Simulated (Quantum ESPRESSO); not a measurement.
GaN: phonon spectrum and thermodynamics under several settings

```
Ga N
1.0
     0.00000    2.25350    2.25350
     2.25350    0.00000    2.25350
     2.25350    2.25350    0.00000
Ga N
1 1
Direct
  0.00000 0.00000 0.00000
  0.25000 0.25000 0.25000
```

The cell is a database's computed one.

All runs used Quantum ESPRESSO 7.5; k mesh 4 × 4 × 4, shifted; relaxed cell; no spin polarisation; cutoff 762 eV; occupations smeared at first, fixed for the response; q mesh 2 × 2 × 2.

```tsv
level	potentials	volume (Å³/atom)	highest frequency (cm⁻¹)	zero-point energy (meV/atom)	entropy at room temperature (k_B/atom)
LDA	GBRV 1.5 LDA	?	?	?	?
PBE	GBRV 1.5 PBE	11.78	692	73.5	2.04
```

Q: What stands in the row left open?

A: Volume 11.10 Å³/atom; highest frequency 731 cm⁻¹; zero-point energy 77.8 meV/atom; entropy at room temperature 1.95 k_B/atom.

Caveats: all runs use coarse meshes.

For the row left open. Caveat: the k mesh is coarse (spacing up to 0.60 Å⁻¹), so the values aren't converged; the q mesh is small, so phonon branches between its points and thermal values are rough.
